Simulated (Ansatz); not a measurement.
**Straining C**

Level of theory: DFT PBE, scalar-relativistic, plane waves, PAW in Ansatz 0.2.0. (420 eV cutoff, 24×24×6 k-mesh, Gaussian smearing of 0.10 eV, no spin polarisation)

Reference structure (relaxed):

```xyz
4
Lattice="2.4665 0.0000 0.0000 -1.2333 2.1361 0.0000 0.0000 0.0000 8.4654" Properties=species:S:1:pos:R:3 pbc="T T T"
C     0.0000    0.0000    2.1164
C     0.0000    0.0000    6.3491
C     0.0000    1.4241    2.1164
C     1.2333    0.7120    6.3491
```

Deformation: shear that moves c along a by the strain times its height over the a-b plane, the cell held and the atoms relaxed, all within the symmetry that the strain leaves. Energies are extrapolated to zero smearing. Gaps are Kohn–Sham gaps, read on the k-mesh where the zone wasn't searched.

(1) Give the structure at +6.0 %.

Results:

(1)
```xyz
4
Lattice="2.4665 0.0000 0.0000 -1.2333 2.1361 0.0000 0.5079 0.0000 8.4654" Properties=species:S:1:pos:R:3 pbc="T T T"
C     0.1270    0.0000    2.1164
C     0.3809    0.0000    6.3491
C     0.1270    1.4241    2.1164
C     1.6142    0.7120    6.3491
```
Space group C2/c (15), 0.0 meV/atom over the relaxed crystal.

Cost: 6 runs of about 4.6 core-minutes in all, on Arm Neoverse V1 (shared hosts).